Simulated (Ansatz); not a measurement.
HgTe, 2 atoms in the cell. The structure is cubic, space group Fm-3m (No. 225). The conventional cell has a = 6.360 Å, b = 6.360 Å, c = 6.360 Å, α = 90.00°, β = 90.00°, γ = 90.00°. Around Hg (site symmetry m-3m) lie 6 Te at 3.18 Å. Te (site symmetry m-3m) has 6 Hg at 3.18 Å as nearest neighbours. Measurements of this composition are mostly on another form, of space group No. 216.

| Property | Result |
| --- | --- |
| Program | Ansatz 0.2.0 |
| Task | single point |
| Functional | PBEsol0 |
| Potentials or basis | Ansatz PAW |
| Cutoff | 420 eV (not typed: the program's choice for these potentials) |
| k mesh | 4 × 4 × 4 |
| Occupations | fermi-dirac, width 0.05 eV |
| Spin | no spin polarisation |

Hardware: 1 × NVIDIA H100 80GB HBM3 with 2 threads of AMD EPYC 7R13 Processor (Zen 3), with other jobs on the host.

How long does it take, and how much memory?

Wall time 7 s on 1 × NVIDIA H100 80GB HBM3 with 2 threads of AMD EPYC 7R13 Processor (Zen 3), with other jobs on the host, peak memory 1.8 GiB. Counts: scf iterations 23, plane waves 1243, k points 8, bands 22.
